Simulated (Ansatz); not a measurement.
The system is InPd.

```
CELL_PARAMETERS angstrom
3.27188 0.00000 0.00000
0.00000 3.27188 0.00000
0.00000 0.00000 3.27188
ATOMIC_POSITIONS crystal
In 0.00000 0.00000 0.00000
Pd 0.50000 0.50000 0.50000
```

The cell comes from a database or a generator and needn't be the stable form of this composition.

```yaml
Program: Ansatz 0.2.0
Task: relaxation of cell and atoms
Functional: HF
Potentials_or_basis: Ansatz PAW
Cutoff: "420 eV (not typed: the program's choice for these potentials)"
k_mesh: 4 × 4 × 4
Occupations: fermi-dirac, width 0.05 eV
Spin: no spin polarisation
```

At the start: volume 17.51 Å³/atom.

Task: How do energy, volume and symmetry change on relaxing?

Result: It ends after 6 steps and the volume is 18.57 Å³/atom (+6.0 %); space group Pm-3m (No. 221, to 0.05 Å).

Step by step:
```
step  energy change (eV)  largest force (eV/Å)  volume (Å³)
   1              0.0000                0.0000        35.03
   2             -0.0304                0.0000        37.57
   3             -0.0341                0.0000        37.18
   4             -0.0482                0.0000        37.18
   5             -0.0484                0.0000        37.14
   6             -0.0484                0.0000        37.14
```

Final structure:
```yaml
crystal:
  lattice:
    - [3.33647, 0.00000, 0.00000]
    - [0.00000, 3.33647, 0.00000]
    - [0.00000, 0.00000, 3.33647]
  atoms:
    - { symbol: In, position: [0.00000, 0.00000, 0.00000] }
    - { symbol: Pd, position: [0.50000, 0.50000, 0.50000] }
```

Caveat: the k mesh is coarse (spacing up to 0.48 Å⁻¹), so the values aren't converged, least of all with exact exchange; the plane-wave basis is chosen anew once the cell has moved, so the energies of steps on either side of that aren't comparable; the pressure holds a Pulay correction of +1.0 GPa for the finite cutoff; the PAW data sets come from PBE, with cores solved anew for the run's functional, which leaves a small shift of forces and pressure.
